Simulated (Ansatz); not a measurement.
How far is PAW off for TePb?

```xyz
2
Lattice="0.0000 3.6674 3.6674 3.6674 0.0000 3.6674 3.6674 3.6674 0.0000" Properties=species:S:1:pos:R:3 pbc="T T T"
Pb    0.0000    0.0000    0.0000
Te    1.8337    1.8337    1.8337
```

Atom numbers follow the list: Pb1, Te2.

The cell was built from the zincblende type and relaxed in the same program, and has space group F-43m; it needn't be a known or the stable phase.

No spin–orbit coupling, which matters for the heavy atoms here.

Levels of theory: DFT, LDA, PAW with Ansatz's default frozen-core files, scalar-relativistic (Ansatz 0.2.0); DFT, LDA, all-electron LAPW, scalar-relativistic (Ansatz 0.2.0).

For PAW: a Γ-centred 10×10×10 k mesh, Fermi–Dirac smearing of 0.05 eV, cutoff 420 eV, no spin polarisation; the PAW files were made with PBE, and the program remakes their frozen cores for this functional. LAPW targets a basis error of 1 meV/atom. The Ansatz runs share mesh, smearing and spin set-up. Plane-wave (PAW) pressures include the program's estimate of the Pulay term.

Stress and pressure are positive in compression.

Levels count from the top of the valence band.

PAW results:

| quantity | PAW |
| --- | --- |
| pressure (GPa) | -2.17 |
| band gap (eV) | 0.503 |
| highest filled level at W (eV) | 0.000 |
| lowest empty level at W (eV) | 1.730 |
| highest filled level at Γ (eV) | -1.377 |
| lowest empty level at Γ (eV) | 1.495 |
| highest filled level at X (eV) | -0.586 |
| lowest empty level at X (eV) | 0.503 |

Task: What does all-electron LAPW give for the same quantities?

Result: 
| quantity | LAPW |
| --- | --- |
| pressure (GPa) | -2.16 |
| band gap (eV) | 0.501 |
| highest filled level at W (eV) | 0.000 |
| lowest empty level at W (eV) | 1.728 |
| highest filled level at Γ (eV) | -1.379 |
| lowest empty level at Γ (eV) | 1.492 |
| highest filled level at X (eV) | -0.587 |
| lowest empty level at X (eV) | 0.501 |
